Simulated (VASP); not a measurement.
Runs of VASP 6.6.1 on BN. Symmetry: F-43m, No. 216, cubic system. The conventional cell has a = 3.607 Å, b = 3.607 Å, c = 3.607 Å, α = 90.00°, β = 90.00°, γ = 90.00°. Around B (site symmetry -43m) lie 4 N at 1.56 Å. Around N (site symmetry -43m) lie 4 B at 1.56 Å. The cell is a database's computed one.

```csv
level,potentials or basis,k mesh,cutoff (eV),smearing,gap on the mesh (eV),pressure (GPa)
PBEsol,"VASP PAW PBE potentials, release 64 (B, N)",12 × 12 × 12,520,gaussian 0.5 eV,4.28,0.3
PBEsol,"VASP PAW PBE potentials, release 64 (B, N)",16 × 16 × 16,520,gaussian 0.02 eV,4.28,0.3
r2SCAN,"VASP PAW PBE potentials, release 64 (B, N)",12 × 12 × 12,520,gaussian 0.02 eV,4.98,2.1
PBEsol,"VASP PAW PBE potentials, release 64 (B, N)",12 × 12 × 12,700,gaussian 0.02 eV,4.28,(a)
PBEsol,"VASP PAW PBE potentials, release 64 (B_h, N_h)",12 × 12 × 12,900,gaussian 0.02 eV,4.29,(b)
```

Alike in all rows: task single point; no spin polarisation; cell as given.

Question: Fill in the values left out.

Answer: (a) 0.0; (b) -0.7.

Caveats: the PAW data sets were made with another functional, which shifts forces and pressure a little; the cutoff is under 1.25 times the usual one of these potentials, so pressure, stress and relaxed cells hold a basis-set (Pulay) error (some runs).

A k mesh can miss the band edges.
